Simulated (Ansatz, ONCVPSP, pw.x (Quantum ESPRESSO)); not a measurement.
**pw.x on sc Nb: one setting changed**

Potential: optimised norm-conserving Vanderbilt (ONCV), ONCVPSP 4.0.1.1 (patched build), LDA (Perdew-Wang 92); core [Ar] 3d10 4s2, reference 4p6 4d4 5s1; waves: 5s: rc 3.20 bohr, ncon 4, nbas 7, qcut 2.2 1/bohr, 3 projectors, debl 2.7 Ha; 4p: rc 2.10 bohr, ncon 4, nbas 8, qcut 5.5 1/bohr, 2 projectors, debl 1.1 Ha; 4d: rc 1.90 bohr, ncon 4, nbas 9, qcut 5.7 1/bohr, 2 projectors, debl 0.5 Ha; local part: polynomial inside 1.30 bohr (lpopt 5, dvloc0 1 Ha); core correction: polynomial model core, fcfact 0.6. In the p channel the program set the typed energies aside and used -1.272, 0.250 Ha.

The reference run (k-mesh 12³, cutoffs 60/240 Ry, Fermi–Dirac 0.01 Ry, mixing_beta 0.4, conv_thr 1e-9, no spin) gives 1.08 GPa at 18.765 Å³/atom, where all-electron LAPW gives 1.48 GPa. This run, with its own iteration cap, changes k-mesh shift to 1.

```
&control
  calculation='scf', prefix='x', pseudo_dir='./', outdir='./tmp', tstress=.true., disk_io='none'
/
&system
  ibrav=0, nat=1, ntyp=1, ecutwfc=60, ecutrho=240, nbnd=13,
  occupations='smearing', smearing='fd', degauss=0.01
/
&electrons
  conv_thr=1e-09, mixing_beta=0.4, electron_maxstep=60
/
ATOMIC_SPECIES
Nb 1.0 Nb.UPF
CELL_PARAMETERS angstrom
  2.65735467 0.00000000 0.00000000
  0.00000000 2.65735467 0.00000000
  0.00000000 0.00000000 2.65735467
ATOMIC_POSITIONS crystal
Nb 0.0000 0.0000 0.0000
K_POINTS automatic
12 12 12 1 1 1
```

```bash
pw.x < Nb.scf.in > Nb.scf.out
```

Question: How does the run end?

Answer: It converges in 7 iterations; the free energy moves by +18.6 meV/atom and the pressure by -0.39 GPa.

```
Message from routine setup:
     using ibrav=0 with symmetry is DISCOURAGED, use correct ibrav instead
     lattice parameter (alat)  =       5.0217  a.u.
     unit-cell volume          =     126.6325 (a.u.)^3
     number of electrons       =        11.00
     number of Kohn-Sham states=           13
     kinetic-energy cutoff     =      60.0000  Ry
     charge density cutoff     =     240.0000  Ry
     scf convergence threshold =      1.0E-09
     Exchange-correlation= SLA  PW   NOGX NOGC
     number of k points=    56  Fermi-Dirac smearing, width (Ry)=  0.0100
     iteration #  1     ecut=    60.00 Ry     beta= 0.40
     total energy              =     -90.86034505 Ry
     estimated scf accuracy    <       0.06013935 Ry
     iteration #  2     ecut=    60.00 Ry     beta= 0.40
     total energy              =     -90.86371253 Ry
     estimated scf accuracy    <       0.00633262 Ry
     iteration #  3     ecut=    60.00 Ry     beta= 0.40
     total energy              =     -90.86444152 Ry
     estimated scf accuracy    <       0.00060294 Ry
     iteration #  4     ecut=    60.00 Ry     beta= 0.40
     total energy              =     -90.86447338 Ry
     estimated scf accuracy    <       0.00000623 Ry
     iteration #  5     ecut=    60.00 Ry     beta= 0.40
     total energy              =     -90.86447526 Ry
     estimated scf accuracy    <       0.00000010 Ry
     iteration #  6     ecut=    60.00 Ry     beta= 0.40
     total energy              =     -90.86447529 Ry
     estimated scf accuracy    <          7.5E-09 Ry
     iteration #  7     ecut=    60.00 Ry     beta= 0.40
     the Fermi energy is    15.5676 ev
!    total energy              =     -90.86447529 Ry
     estimated scf accuracy    <          4.6E-10 Ry
     smearing contrib. (-TS)   =      -0.00570755 Ry
     The total energy is F=E-TS. E is the sum of the following terms:
     one-electron contribution =      -5.47269712 Ry
     hartree contribution      =       9.84003925 Ry
     xc contribution           =     -26.85984501 Ry
     ewald contribution        =     -68.36626486 Ry
     convergence has been achieved in   7 iterations
          total   stress  (Ry/bohr**3)                   (kbar)     P=        6.93
     Message from routine punch:
     Nothing written, as per user request (disk_io='none')
```

The run took about 3.8 s on one core of a shared host (Intel(R) Xeon(R) 6975P-C, 192 threads, 378 GiB, load 98).
